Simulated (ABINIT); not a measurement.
# Au (Fm-3m) in ABINIT: convergence with smearing width

Aim: find how far smearing width must go before the results for Au settle, at PBEsol. This setting moves, with any that are tied to it; all else stays.

All numbers are computed with ABINIT 10.8.3 (patched build); they aren't measurements. Logs are shortened: lines on timing, memory, paths and dates and some standing lists are left out, and cuts for length are marked. The log counts tension as positive stress, the text compression.

## (1) The structure

Symmetry: Fm-3m, No. 225, cubic system. The conventional cell has a = 4.070 Å, b = 4.070 Å, c = 4.070 Å, α = 90.00°, β = 90.00°, γ = 90.00°. Around Au (site symmetry m-3m) lie 12 Au at 2.88 Å.

## (2) With smearing width 0.272 eV

File run.abi:

```
pp_dirpath "./"
pseudos "Au.GGA_PBE-JTH.xml"

acell 3*1.0 Angstrom
rprim
     0.0000000000     2.0350000000     2.0350000000
     2.0350000000     0.0000000000     2.0350000000
     2.0350000000     2.0350000000     0.0000000000
ntypat 1
znucl 79
natom 1
typat 1
xred
     0.0000000000     0.0000000000     0.0000000000

ecut 20.0
pawecutdg 40.0
pawxcdev 0

kptopt 1
ngkpt 11 11 11
nshiftk 1
shiftk 0.0 0.0 0.0

ixc -116133

nband 10
occopt 6
tsmear 0.272 eV

nstep 100
tolvrs 1.0e-9

iomode 3
prtwf 0
prtden 0
prteig 0
prtebands 0
enunit 1
```

Potentials or basis: JTH PAW PBE v2.0.

Launch:

```bash
$ abinit run.abi > log 2>&1
```

It took 23 s on 1 thread of Arm Neoverse V1, shared host; peak memory 0.1 GiB.

The run converged. Its results:

```
Free energy                                           : -930.6218 eV
Pressure                                              : 2.1 GPa
Band gap on the k mesh                                : none (metal or under the smearing width)
Valence electrons inside the program's atomic spheres : Au 9.50 (radii [1.3275] Å)
```

## (3) With smearing width 0.2 eV

run.abi: that of step 2 with these lines changed.

```diff
@@ -28,3 +28,3 @@
 occopt 6
-tsmear 0.272 eV
+tsmear 0.2 eV
```

Potentials or basis: JTH PAW PBE v2.0.

Launch:

```bash
$ abinit run.abi > log 2>&1
```

It took 25 s on 1 thread of Arm Neoverse V1, shared host; peak memory 0.1 GiB.

The run converged. Its results:

```
Free energy                                           : -930.6218 eV
Pressure                                              : 2.1 GPa
Band gap on the k mesh                                : none (metal or under the smearing width)
Valence electrons inside the program's atomic spheres : Au 9.51 (radii [1.3275] Å)
```

## (4) With smearing width 0.136 eV

run.abi: that of step 3 with these lines changed.

```diff
@@ -28,3 +28,3 @@
 occopt 6
-tsmear 0.2 eV
+tsmear 0.136 eV
```

Launch:

```bash
$ abinit run.abi > log 2>&1
```

Run time: 27 s. Hardware: 1 thread of Arm Neoverse V1, shared host; peak memory 0.1 GiB.

The run converged. Its results:

- Free energy: -930.6219 eV
- Pressure: 2.2 GPa
- Band gap on the k mesh: none (metal or under the smearing width)
- Valence electrons inside the program's atomic spheres: Au 9.51 (radii [1.3275] Å)

## (5) With smearing width 0.1 eV

run.abi: that of step 4 with these lines changed.

```diff
@@ -28,3 +28,3 @@
 occopt 6
-tsmear 0.136 eV
+tsmear 0.1 eV
```

Launch:

```bash
$ abinit run.abi > log 2>&1
```

Run time: 30 s. Hardware: 1 thread of Arm Neoverse V1, shared host; peak memory 0.1 GiB.

Results (log left out):

| Item | Value |
| --- | --- |
| Free energy | -930.6221 eV |
| Pressure | 2.2 GPa |
| Band gap on the k mesh | none (metal or under the smearing width) |
| Valence electrons inside the program's atomic spheres | Au 9.51 (radii [1.3275] Å) |

## (6) With smearing width 0.05 eV

run.abi: that of step 5 with these lines changed.

```diff
@@ -28,3 +28,3 @@
 occopt 6
-tsmear 0.1 eV
+tsmear 0.05 eV
```

Potentials or basis: JTH PAW PBE v2.0.

Launch:

```bash
$ abinit run.abi > log 2>&1
```

It took 21 s on 1 thread of Arm Neoverse V1, shared host; peak memory 0.1 GiB.

It converged, with:

- Free energy: -930.6222 eV
- Pressure: 2.2 GPa
- Band gap on the k mesh: none (metal or under the smearing width)
- Valence electrons inside the program's atomic spheres: Au 9.51 (radii [1.3275] Å)

## (7) With smearing width 0.025 eV

run.abi: that of step 6 with these lines changed.

```diff
@@ -28,3 +28,3 @@
 occopt 6
-tsmear 0.05 eV
+tsmear 0.025 eV
```

Launch:

```bash
$ abinit run.abi > log 2>&1
```

It took 23 s on 1 thread of Arm Neoverse V1, shared host; peak memory 0.1 GiB.

It converged, with:

```
Free energy                                           : -930.6222 eV
Pressure                                              : 2.2 GPa
Band gap on the k mesh                                : none (metal or under the smearing width)
Valence electrons inside the program's atomic spheres : Au 9.51 (radii [1.3275] Å)
```

## (8) With smearing width 0.01 eV

run.abi: that of step 7 with these lines changed.

```diff
@@ -28,3 +28,3 @@
 occopt 6
-tsmear 0.025 eV
+tsmear 0.01 eV
```

Potentials or basis: JTH PAW PBE v2.0.

Launch:

```bash
$ abinit run.abi > log 2>&1
```

run.abo:

```text
.Version 10.8.3 of ABINIT
 Symmetries : space group Fm -3 m (#225); Bravais cF (face-center cubic)
================================================================================
 Values of the parameters that define the memory need of the present run
     intxc =       0    ionmov =       0      iscf =      17    lmnmax =      18
     lnmax =       6     mgfft =      24  mpssoang =       3    mqgrid =    3001
     natom =       1  nloc_mem =       2    nspden =       1   nspinor =       1
    nsppol =       1      nsym =      48    n1xccc =       1    ntypat =       1
    occopt =       6   xclevel =       2
       mpw =         513          nfft =       13824          nkpt =          56
 PAW method is used; the additional fine FFT grid is defined by:
   mgfftf=        32    nfftf =     32768
================================================================================
================================================================================

--------------------------------------------------------------------------------
------------- Echo of variables that govern the present computation ------------
--------------------------------------------------------------------------------
 -outvars: echo values of preprocessed input variables --------
            acell      1.8897261259E+00  1.8897261259E+00  1.8897261259E+00 Bohr
              amu      1.96966540E+02
             ecut      2.00000000E+01 Hartree
           enunit           1
                       outvar_i_n : Printing only first  50 k-points.
              ixc     -116133
                       outvar_i_n : Printing only first  50 k-points.
         kptrlatt       11    0    0      0   11    0      0    0   11
          kptrlen      5.98233823E+01
            natom           1
            nband          10
            ngfft          24      24      24
          ngfftdg          32      32      32
             nkpt          56
            nstep         100
             nsym          48
           ntypat           1
                       prtocc : prtvol=0, do not print more k-points.
           occopt           6
        pawecutdg      4.00000000E+01 Hartree
         pawxcdev           0
           prtden           0
        prtebands           0
           prteig           0
[... 159 lines left out ...]
comment             : Components of total free energy in Hartree
kinetic             :  9.26019257520438E+00
hartree             :  3.57200194898156E+00
xc                  : -2.99125109868335E+00
Ewald energy        : -3.60652023705321E+01
psp_core            :  3.40431397951926E+00
local_psp           : -1.36257245064260E+01
PAW spherical_terms :  2.24592777654352E+00
internal            : -3.41997416953927E+01
'-kT*entropy'       :  1.63551220198899E-07
total_energy        : -3.41997415318415E+01
total_energy_eV     : -9.30622376335657E+02
...

--- !EnergyTermsDC
iteration_state     : {dtset: 1, }
comment             : '"Double-counting" decomposition of free energy'
band_energy         :  1.38981836475691E+00
Ewald energy        : -3.60652023705321E+01
psp_core            :  3.40431397951926E+00
xc_dc               : -2.99693979623207E+00
PAW spherical_terms :  6.82739113157824E-02
internal            : -3.41997359111722E+01
'-kT*entropy'       :  1.63551220198899E-07
total_energy_dc     : -3.41997357476210E+01
total_energy_dc_eV  : -9.30622218938999E+02
...

--- !EnergyTermsWithPAWCore
iteration_state     : {dtset: 1, }
comment             : 'Components of total free energy, including PAW core contributions'
Total energy        : -1.90068141086065E+04
Total energy DC     : -1.90068141028223E+04
Total energy (eV)   : -5.17201760014854E+05
Total energy DC (eV): -5.17201759857457E+05
...

 Cartesian components of stress tensor (hartree/bohr^3)
  sigma(1 1)= -7.42547658E-05  sigma(3 2)=  0.00000000E+00
  sigma(2 2)= -7.42547658E-05  sigma(3 1)=  0.00000000E+00
  sigma(3 3)= -7.42547658E-05  sigma(2 1)=  0.00000000E+00

-Cartesian components of stress tensor (GPa)         [Pressure=  2.1847E+00 GPa]
- sigma(1 1)= -2.18465064E+00  sigma(3 2)=  0.00000000E+00
- sigma(2 2)= -2.18465064E+00  sigma(3 1)=  0.00000000E+00
- sigma(3 3)= -2.18465064E+00  sigma(2 1)=  0.00000000E+00

== END DATASET(S) ==============================================================
================================================================================

 -outvars: echo values of variables after computation  --------
            acell      1.8897261259E+00  1.8897261259E+00  1.8897261259E+00 Bohr
           etotal     -3.4199735748E+01
            fcart     -0.0000000000E+00 -0.0000000000E+00 -0.0000000000E+00
            rprim      0.0000000000E+00  2.0350000000E+00  2.0350000000E+00
                       2.0350000000E+00  0.0000000000E+00  2.0350000000E+00
                       2.0350000000E+00  2.0350000000E+00  0.0000000000E+00
           strten     -7.4254765836E-05 -7.4254765836E-05 -7.4254765836E-05
                       0.0000000000E+00  0.0000000000E+00  0.0000000000E+00
 Calculation completed.
```

Run time: 24 s. Hardware: 1 thread of Arm Neoverse V1, shared host; peak memory 0.1 GiB.

Results:

| Item | Value |
| --- | --- |
| Free energy | -930.6222 eV |
| Pressure | 2.2 GPa |
| Band gap on the k mesh | none (metal or under the smearing width) |
| Valence electrons inside the program's atomic spheres | Au 9.51 (radii [1.3275] Å) |

## (9) Result

| smearing width | energy less the tightest run (meV/atom) | pressure (GPa) | SCF cycles | CPU time (s) | peak memory (GiB) |
| --- | --- | --- | --- | --- | --- |
| 0.272 eV | 0.42 | 2.06 | 23 | 23 | 0.1 |
| 0.2 eV | 0.44 | 2.14 | 25 | 25 | 0.1 |
| 0.136 eV | 0.33 | 2.20 | 27 | 27 | 0.1 |
| 0.1 eV | 0.13 | 2.21 | 30 | 30 | 0.1 |
| 0.05 eV | 0.02 | 2.19 | 21 | 21 | 0.1 |
| 0.025 eV | 0.01 | 2.18 | 23 | 23 | 0.1 |
| 0.01 eV | 0.00 | 2.18 | 24 | 24 | 0.1 |

Against the tightest run, the energy stays within 1 meV/atom from 0.272 eV on; the pressure stays within 0.1 GPa from 0.2 eV on. Narrower smearing needs a denser k mesh, so at a fixed mesh the narrowest width isn't the most accurate. The tightest run that finished is the yardstick and may itself not be fully converged.

Caveats: the PAW data sets were made with another functional, which shifts forces and pressure a little.
